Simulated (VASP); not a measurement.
A run of VASP 6.6.1:

Contents of INCAR:

```
PREC = Accurate
ENCUT = 600
EDIFF = 1E-7
ISMEAR = 0
SIGMA = 0.03
LREAL = False
LASPH = True
NELM = 80
ALGO = Normal
ISIF = 3
LWAVE = False
LCHARG = False
GGA = PE
IBRION = 2
NSW = 90
EDIFFG = -0.005
```

The input KPOINTS:

```
regular mesh
0
Gamma
  9 9 6
```

Contents of POSCAR:

```
Te                                      
1.0
    4.5158684290     -0.0000000000      0.0000000000
   -2.2579342145      3.9108567797      0.0000000000
    0.0000000000     -0.0000000000      5.9563095839
  Te            
     3
Direct
     0.2690890890864247    0.0000000000000000    0.3333333332999970
     0.0000000000000001    0.2690890890864249    0.6666666667000030
     0.7309109109135753    0.7309109109135752    0.0000000000000000
```

Potentials or basis: VASP PAW PBE potentials, release 64 (Te).

The run is started by

```bash
$ cat potpaw_PBE.64/Te/POTCAR > POTCAR
$ mpirun -np 1 vasp_std > vasp.out
```

Hardware: 1 thread of AMD EPYC 9R45 96-Core Processor (Zen 5), on a shared host.

Question: How long does it take, and how much memory?

Answer: Wall time 82 s on 1 thread of AMD EPYC 9R45 96-Core Processor (Zen 5), on a shared host, peak memory 0.26 GiB. Counts: scf iterations 24, k points 62, ion steps 3.
